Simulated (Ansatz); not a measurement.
A run of Ansatz 0.2.0:

The input input.yaml:

```yaml
crystal:
  lattice:
    - [1.488052925, -2.59468961, 0.0]
    - [1.488052925, 2.59468961, 0.0]
    - [0.0, 0.0, 4.72759579]
  atoms:
    - { symbol: Ge, position: [0.33344663, 0.66655337, 0.25] }
    - { symbol: Ge, position: [0.66655337, 0.33344663, 0.75] }
kpoints:
  mp_grid: { grid: [10, 10, 6] }
scf:
  occupations: { method: fermi_dirac, width: 0.05 }
hamiltonian:
  xc: revpbe
  dispersion: d4
  pseudopotentials: { kind: all_electron, lapw: { basis_error: 0.001 } }
output:
  forces: true
  stress: true
relax:
  f_tol: 0.02
  max_steps: 60
  cell: {}
```

Potentials or basis: all-electron LAPW, scalar-relativistic.

Command:

```sh
$ ansatz run input.yaml --threads 1 --pin off --max-ram 3072MiB --backend cpu --events-out ev --progress --plain --runs-dir out
```

Hardware: 1 thread of Arm Neoverse V2, on a shared host.

Problem. How long does it take, and how much memory?

Solution. Wall time 5.6 min on 1 thread of Arm Neoverse V2, with other jobs on the host, peak memory 0.47 GiB. Counts: scf iterations 117, plane waves 387, k points 124, bands 27, ion steps 18.
